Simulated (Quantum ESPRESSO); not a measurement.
Runs of Quantum ESPRESSO 7.5 on MnO. It takes space group Fm-3m (No. 225, cubic). The conventional cell has a = 4.444 Å, b = 4.444 Å, c = 4.444 Å, α = 90.00°, β = 90.00°, γ = 90.00°. Mn (site symmetry m-3m) is surrounded by 6 O at 2.22 Å. Around O (site symmetry m-3m) lie 6 Mn at 2.22 Å. 

| cell | gap on the mesh (eV) | pressure (GPa) | moment (μB) |
| --- | --- | --- | --- |
| relaxed to 50 GPa | none | 50.0 | 3.20 |
| relaxed to 10 GPa | none | 10.0 | 3.74 |
| relaxed to 25 GPa | none | 25.0 | (a) |
| relaxed to 80 GPa | none | 80.0 | (b) |
| relaxed | none | 0.0 | 3.75 |

Alike in all rows: task phonons; level LDA; potentials or basis PseudoDojo 0.4.1 SR LDA standard; spin collinear, ferromagnetic start; k mesh 4 × 4 × 4, shifted; cutoff (eV) 1306; smearing fermi-dirac 0.05 eV; the mesh is coarse, so values aren't converged.

Question: Estimate the missing entries.

Answer: (a) 3.51; (b) 2.52.

Caveats: all runs use coarse meshes; the mesh is thin for the phonons of a metal; a cell with one magnetic atom can't hold antiferromagnetic order, which such compounds often take; semilocal functionals often make such compounds metallic where correlation or magnetic order opens a gap, which also shifts bond lengths; the cell is more than 3 GPa from zero pressure, which shifts response properties (some runs).

A gap of «none» marks a metal or a gap under the smearing width.
